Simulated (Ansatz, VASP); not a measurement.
**One calculation of TaN, two programs**

File INCAR:

```
PREC     = Accurate       # precision mode
ENCUT    = 520            # plane-wave cutoff, eV
EDIFF    = 1E-7           # SCF threshold, eV
ISMEAR   = -1             # smearing method
SIGMA    = 0.05           # smearing width, eV
LREAL    = False          # projectors in reciprocal space
LASPH    = True           # aspherical terms in the spheres
NELM     = 100            # most SCF steps
ALGO     = Normal         # electronic algorithm
ISIF     = 2              # what is computed and relaxed
LWAVE    = False          # write WAVECAR
LCHARG   = False          # write CHGCAR
GGA      = PE             # functional
NBANDS   = 15             # bands
```

The input KPOINTS:

```
regular mesh
0
Gamma
  10 10 10
```

POSCAR

```
TaN
1.0
    0.0000000000      2.1495517363      2.1495517363
    2.1495517363      0.0000000000      2.1495517363
    2.1495517363      2.1495517363      0.0000000000
Ta N
1 1
Direct
    0.5000000000      0.5000000000      0.5000000000
    0.0000000000      0.0000000000      0.0000000000
```

The input input.yaml:

```yaml
crystal:
  lattice:
    - [0.0, 2.1495517363, 2.1495517363]
    - [2.1495517363, 0.0, 2.1495517363]
    - [2.1495517363, 2.1495517363, 0.0]
  atoms:
    - { symbol: Ta, position: [0.5, 0.5, 0.5] }
    - { symbol: "N", position: [0.0, 0.0, 0.0] }
hamiltonian:
  xc: pbe
  pseudopotentials: { kind: paw }
kpoints:
  mp_grid: { grid: [10, 10, 10] }
scf:
  occupations: { method: fermi_dirac, width: 0.05 }
output:
  forces: true
  stress: true
  eigenvalues: true
  write_density: true
  write_potential: true
  elf: true
  volumetric_format: npy
```

Change from the starting cell: volume scaled by 0.96.

Alike in both runs: task single point; functional PBE; k mesh 10 × 10 × 10; occupations fermi-dirac, width 0.05 eV; no spin polarisation.

|  | VASP | Ansatz |
| --- | --- | --- |
| version | VASP 6.6.1 | Ansatz 0.2.0 |
| potentials or method | VASP PAW PBE potentials, release 64 (Ta_pv, N) | Ansatz PAW |
| plane-wave cutoff (eV) | 520 | 420 |
| valence electrons in the cell | 16 | 18 |

```tsv
	VASP	Ansatz	Ansatz less VASP
gap on the k mesh at the Fermi level (eV)	none	none	-
pressure (GPa)	33.1	31.9	-1.21
```

A gap of «none» marks a metal or a gap that the smearing closes. With one functional, cell and mesh, what is left measures potentials, basis and numerics. The two sets of potentials don't hold the same shells in valence.

Caveats: the pressure holds a Pulay correction of +0.5 GPa for the finite cutoff (Ansatz). Spin-orbit coupling is left out, which matters for the levels of Ta.
